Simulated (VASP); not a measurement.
# Mg (P6_3/mmc) in VASP: RPA correlation energy with PBE

Aim: the RPA correlation energy of Mg with PBE.

Program: VASP 6.6.1. These are calculated values, not measurements. Logs are shortened: lines on timing, memory, paths and dates and some standing lists are left out, and cuts for length are marked.

## Step 1: The structure

It takes space group P6_3/mmc (No. 194, hexagonal). The conventional cell has a = 3.187 Å, b = 3.187 Å, c = 5.106 Å, α = 90.00°, β = 90.00°, γ = 120.00°. Around Mg (site symmetry -6m2) lie 12 Mg at 3.15 to 3.19 Å.

## Step 2: RPA correlation energy, PBE

File POSCAR:

```
Mg
1.0
    3.1874100000      0.0000000000      0.0000000000
   -1.5937000000      2.7603800000      0.0000000000
    0.0000000000      0.0000000000      5.1056200000
Mg
2
Direct
    0.3333300000      0.6666700000      0.2500000000
    0.6666700000      0.3333300000      0.7500000000
```

File INCAR.step1:

```
SYSTEM = Mg
PREC = Accurate
ENCUT = 450
EDIFF = 1E-8
ISMEAR = 0
SIGMA = 0.05
LREAL = .FALSE.
LASPH = .TRUE.
NELM = 80
ALGO = Fast
LWAVE = .TRUE.
LCHARG = .FALSE.
GGA = PE
```

File INCAR.step2:

```
SYSTEM = Mg
PREC = Accurate
ENCUT = 450
EDIFF = 1E-8
ISMEAR = 0
SIGMA = 0.05
LREAL = .FALSE.
LASPH = .TRUE.
NELM = 1
ALGO = EIGENVAL
LWAVE = .FALSE.
LCHARG = .FALSE.
GGA = PE
LHFCALC = .TRUE.
AEXX = 1.0
ALDAC = 0.0
AGGAC = 0.0
ISTART = 1
PRECFOCK = Fast
```

File INCAR.step3:

```
SYSTEM = Mg
PREC = Accurate
ENCUT = 450
EDIFF = 1E-8
ISMEAR = 0
SIGMA = 0.05
LREAL = .FALSE.
LASPH = .TRUE.
NELM = 1
ALGO = Exact
LWAVE = .TRUE.
LCHARG = .FALSE.
GGA = PE
NBANDS = 996
LOPTICS = .TRUE.
ISTART = 1
```

File INCAR.step4:

```
SYSTEM = Mg
PREC = Accurate
ENCUT = 450
EDIFF = 1E-8
ISMEAR = 0
SIGMA = 0.05
LREAL = .FALSE.
LASPH = .TRUE.
NELM = 80
ALGO = ACFDT
LWAVE = .FALSE.
LCHARG = .FALSE.
GGA = PE
NBANDS = 996
ENCUTGW = 250
NOMEGA = 12
ISTART = 1
PRECFOCK = Fast
```

File KPOINTS:

```
regular mesh
0
G
  6 6 4
  0 0 0
```

Potentials or basis: VASP PAW PBE potentials, release 64 (Mg_GW).

Command:

```sh
$ cat potpaw_PBE.64/Mg_GW/POTCAR > POTCAR
$ cp INCAR.step1 INCAR
$ mpirun -np 1 vasp_std > vasp.out
$ cp INCAR.step2 INCAR
$ mpirun -np 1 vasp_std > vasp.out
$ cp INCAR.step3 INCAR
$ mpirun -np 1 vasp_std > vasp.out
$ cp INCAR.step4 INCAR
$ mpirun -np 1 vasp_std > vasp.out
```

OUTCAR:

```text
SYSTEM = Mg
   PREC = Accurate
   ENCUT = 450
   EDIFF = 1E-8
   ISMEAR = 0
   LREAL = .FALSE.
   LASPH = .TRUE.
   NELM = 80
   GGA = PE
   ENCUTGW = 250
   ISTART = 1
   PRECFOCK = Fast

 ion  position               nearest neighbor table
   1  0.333  0.667  0.250-
   2  0.667  0.333  0.750-

  LATTYP: Found a hexagonal cell.
 ALAT       =     3.1874100000
 C/A-ratio  =     1.6018083648

  Lattice vectors:

 A1 = (   3.1874100000,   0.0000000000,   0.0000000000)
 A2 = (  -1.5937000000,   2.7603800000,   0.0000000000)
 A3 = (   0.0000000000,   0.0000000000,   5.1056200000)

Analysis of symmetry for initial positions (statically):
=====================================================================
 Subroutine PRICEL returns:
 Original cell was already a primitive cell.

 Routine SETGRP: Setting up the symmetry group for a
 hexagonal supercell.

 Subroutine GETGRP returns: Found  8 space group operations
 (whereof  4 operations were pure point group operations)
 out of a pool of 24 trial point group operations.

The static configuration has the point symmetry C_2h.
 The point group associated with its full space group is D_2h.

Analysis of symmetry for dynamics (positions and initial velocities):
=====================================================================
 Subroutine PRICEL returns:
 Original cell was already a primitive cell.

 Routine SETGRP: Setting up the symmetry group for a
 hexagonal supercell.

 Subroutine GETGRP returns: Found  8 space group operations
 (whereof  4 operations were pure point group operations)
 out of a pool of 24 trial point group operations.

The dynamic configuration has the point symmetry C_2h.
 The point group associated with its full space group is D_2h.

 Subroutine INISYM returns: Found  8 space group operations
 (whereof  4 operations are pure point group operations),
 and found     1 'primitive' translations

----------------------------------------------------------------------------------------

                                     Primitive cell

  volume of cell :      44.9216

  direct lattice vectors                    reciprocal lattice vectors
     3.187410000  0.000000000  0.000000000     0.313734349  0.181133913  0.000000000
    -1.593700000  2.760380000  0.000000000     0.000000000  0.362268963  0.000000000
     0.000000000  0.000000000  5.105620000     0.000000000  0.000000000  0.195862598

  length of vectors
     3.187410000  3.187409204  5.105620000     0.362268873  0.362268963  0.195862598

  position of ions in fractional coordinates (direct lattice)
     0.333330000  0.666670000  0.250000000
     0.666670000  0.333330000  0.750000000

  ion indices of the primitive-cell ions
   primitive index   ion index
                 1           1
                 2           2

----------------------------------------------------------------------------------------

 KPOINTS: regular mesh

Automatic generation of k-mesh.
 Grid dimensions read from file:
 generate k-points for:    6    6    4

 Generating k-lattice:

  Cartesian coordinates                     Fractional coordinates (reciprocal lattice)
     0.052289058  0.030188986  0.000000000     0.166666667  0.000000000  0.000000000
     0.000000000  0.060378160  0.000000000     0.000000000  0.166666667  0.000000000
     0.000000000  0.000000000  0.048965650     0.000000000  0.000000000  0.250000000

  Length of vectors
     0.060378145  0.060378160  0.048965650

  Shift w.r.t. Gamma in fractional coordinates (k-lattice)
     0.000000000  0.000000000  0.000000000

 Subroutine IBZKPT returns following result:
 ===========================================

 Found     39 irreducible k-points:

 Following reciprocal coordinates:
            Coordinates               Weight
  0.000000  0.000000  0.000000      1.000000
  0.166667 -0.000000  0.000000      4.000000
 -0.166667  0.166667  0.000000      2.000000
  0.333333  0.000000  0.000000      4.000000
 -0.333333  0.333333  0.000000      2.000000
  0.500000  0.000000  0.000000      2.000000
[... 16 lines left out ...]
  0.333333  0.166667  0.250000      8.000000
 -0.166667  0.500000  0.250000      8.000000
 [... further k-points ...]
   k-points           NKPTS =     39   k-points in BZ     NKDIM =    144   number of bands    NBANDS=    996
   number of dos      NEDOS =    301   number of ions     NIONS =      2
   total plane-waves  NPLWV =  20736
   dimension x,y,z NGX =    24 NGY =   24 NGZ =   36
   dimension x,y,z NGXF=    48 NGYF=   48 NGZF=   72
   ions per type =               2
   NGX,Y,Z   is equivalent  to a cutoff of  12.52, 12.52, 11.72 a.u.
   NGXF,Y,Z  is equivalent  to a cutoff of  25.04, 25.04, 23.44 a.u.
 SYSTEM =  Mg
   PREC   = accura    normal or accurate (medium, high low for compatibility)
   ISTART =      1    job   : 0-new  1-cont  2-samecut
   ICHARG =      0    charge: 1-file 2-atom 10-const
   ISPIN  =      1    spin polarized calculation?
   LNONCOLLINEAR =      F non collinear calculations
   LSORBIT =      F    spin-orbit coupling
   LASPH  =      T    aspherical Exc in radial PAW
   ENCUT  =  450.0 eV  33.07 Ry    5.75 a.u.   5.51  5.51  8.83*2*pi/ulx,y,z
   NELM   =     80;   NELMIN=  2; NELMDL=  0     # of ELM steps
   EDIFF  = 0.1E-07   stopping-criterion for ELM
   LREAL  =      F    real-space projection
   EDIFFG = 0.1E-06   stopping-criterion for IOM
   NSW    =      0    number of steps for IOM
   IBRION =     -1    ionic relax: 0-MD 1-quasi-New 2-CG
   NFREE  =      0    steps in history (QN), initial steepest desc. (CG)
   ISIF   =      0    stress and relaxation
   ISYM   =      3    0-nonsym 1-usesym 2-fastsym
   POTIM  = 0.5000    time-step for ionic-motion
   TEBEG  =    0.0;   TEEND  =   0.0 temperature during run
   PSTRESS=    0.0 pullay stress
   NELECT =       4.0000    total number of electrons
   NUPDOWN=      -1.0000    fix difference up-down
   EMIN   =  10.00;   EMAX   =-10.00  energy-range for DOS
   EFERMI =   0.00;   METHOD = LEGACY
   ISMEAR =     0;   SIGMA  =   0.05  broadening in eV -4-tet -1-fermi 0-gaus
   EFERMI_NEDOS =   21; number of points for ismear=-14 and -15
   IALGO  =     38    algorithm
   IMIX   =      4    mixing-type and parameters
     AMIX     =   0.40;   BMIX     =  1.00
     AMIX_MAG =   1.60;   BMIX_MAG =  1.00
  volume/ion in A,a.u.               =      22.46       151.57
  Fermi-wavevector in a.u.,A,eV,Ry     =   0.731043  1.381471  7.271283  0.534424
  Thomas-Fermi vector in A             =   1.823163
   LORBIT       =      0    0 simple, 1 ext, 2 COOP (PROOUT), +10 PAW based schemes
   GGA     = PE    functional components
   LHFCALC =     T    Hartree Fock is set to
   PRECFOCK=fast      Normal, Fast or Accurate (Low or Medium for compatibility)
   ENCUT4O =  -1.0   cutoff for four orbital integrals eV
   NKREDX  =     1    reduce k-point grid by
   NKREDY  =     1    reduce k-point grid by
   NKREDZ  =     1    reduce k-point grid by
   AEXX    =    1.0000 exact exchange contribution
   HFSCREEN=    0.0000 screening length (either q_TF or 0.3 A-1)
   HFSCREENC=   0.0000 screening length for correlation (either q_TF or 0.3 A-1)
   ENCUTFOCK=  -1.0 apply spherical cutoff to Coloumb kernel
   IVDW    =     0    specifies the selected vdW correction
   LEPSILON=     F    determine dielectric tensor
   LRPA    =     F    only Hartree local field effects (RPA)
   LRPAFORCE           =     F    calculate RPA forces
   ENCUTGW             = 250.0    cutoff for response function in eV
   ENCUTGWSOFT         = 200.0    soft cutoff for Coulomb kernel in GW response function in eV
   ENCUTLF             =  -1.0    cutoff for local field effects
   NELMGW              =     1    number of iterations in solving QP/BSE equation
   NELMHF              =     1    number of iterations in the inner HF iteration
   NKREDLFX            =     1    NKREDLFY  =   1   NKREDLFZ  =   1
 non-spin polarized calculation
 Gauss-broadening in eV      SIGMA  =   0.05
  energy-cutoff  :      450.00
  volume of cell :       44.92
 maximum number of plane-waves:       996
 NGX is ok and might be reduce to    24
  NGX = 14; NGY = 14; NGZ = 24
   NGX = 11   NGY = 11   NGZ = 17
 maximum number of plane-waves:       424

      cutoff energy     smooth cutoff   RPA   correlation   Hartree contr. to MP2
---------------------------------------------------------------------------------
            250.000           200.000       -6.0620573815      -21.0595328600
            238.095           190.476       -6.0591823835      -21.0563205658
            226.757           181.406       -6.0561030936      -21.0528624783
            215.959           172.768       -6.0528004917      -21.0491350838
            205.676           164.541       -6.0492756408      -21.0451366279
            195.882           156.705       -6.0455017048      -21.0408418289
            186.554           149.243       -6.0414901118      -21.0362670681
            177.670           142.136       -6.0371981633      -21.0313758550
  linear regression
  converged value                           -6.0991503300      -21.1016262779
```

Wall time 64 min (1 thread of Intel Xeon 6975P-C (Granite Rapids), shared host); peak memory 2.9 GiB.

What came out:

```
Band gap on the k mesh, mean-field level : none (metal or under the smearing width)
RPA correlation energy                   : -3.050 eV/atom
RPA total energy per cell                : -6.834 eV
RPA correlation energy per cell          : -6.099 eV
```

Levels at points of the mesh, in eV from the Fermi level:
```tsv
k point	band 1	band 2	band 3	band 4	band 5	band 6
(0.00, 0.00, 0.00)	-6.86	-1.48	-0.94	11.09	11.15	11.20
(0.50, 0.00, 0.00)	-2.04	-2.03	2.88	3.23	3.61	3.98
(0.50, 0.50, 0.00)	-2.04	-2.03	2.88	3.23	3.61	3.98
(0.00, 0.00, 0.50)	-5.42	-5.42	5.48	5.48	11.86	11.86
(0.50, 0.00, 0.50)	-0.96	-0.96	-0.29	-0.29	8.23	8.26
(0.50, 0.50, 0.50)	-0.96	-0.96	-0.29	-0.29	8.22	8.27
```

Caveat: the k mesh is coarse (spacing up to 0.38 Å⁻¹), so the values aren't converged; the ground state has no gap, which makes the many-body step unreliable.
